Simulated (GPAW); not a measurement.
Input of a GPAW 26.7.0 run:

Contents of run.py:

```python
from ase import Atoms
from ase.dft.bandgap import bandgap
from ase.io import write
from ase.units import GPa
from gpaw import GPAW, PW

atoms = Atoms(['Te', 'Cd'],
              cell=[[0.0, 3.205, 3.205],
                    [3.205, 0.0, 3.205],
                    [3.205, 3.205, 0.0]],
              scaled_positions=[[0.75, 0.75, 0.75],
                                [0.0, 0.0, 0.0]],
              pbc=True)

calc = GPAW(mode=PW(600),
            xc='PBE',
            kpts={'size': (7, 7, 7), 'gamma': True},
            occupations={'name': 'methfessel-paxton', 'order': 0, 'width': 0.026000000000000002},
            nbands=18,
            convergence={'density': 1e-05, 'energy': 1e-05},
            maxiter=150,
            txt='gpaw.txt')
atoms.calc = calc
energy = atoms.get_potential_energy()
forces = atoms.get_forces()
stress = atoms.get_stress()
calc.write('gs.gpw')
write('result.traj', atoms)
print(f'Energy: {energy:.6f} eV')
print('Forces (eV/A):')
print(forces.round(4))
print('Stress (GPa):', (stress / GPa).round(3))
print('Fermi level:', round(calc.get_fermi_level(), 4), 'eV')
print(f'Gap: {bandgap(calc)[0]:.4f} eV, direct: {bandgap(calc, direct=True)[0]:.4f} eV')
```

Potentials or basis: GPAW PAW data sets (gpaw-data 1.2.1), pw.

Launch:

```sh
$ OMP_NUM_THREADS=1 python run.py
```

**Question.** What does it give for the pressure?

**Answer.** 3.8 GPa.

**Question.** What does it give for the band gap on the k mesh?

**Answer.** 0.87 eV, direct.

Caveat: spin-orbit coupling is left out, which moves the levels of the heavy elements.

**What was measured.**

A printed reference work, data compilation reports, for a bulk crystal of CdTe at 0 K: band gap 1.607 eV.

Against the measured gap of CdTe, 1.607 eV (0 K; a printed reference work, data compilation), the calculated 0.87 eV is off by -0.74 eV. Spin-orbit coupling on Cd, Te is left out. The value is that of PBE, without temperature or zero-point motion. Semilocal functionals fall short of measured gaps as a rule.
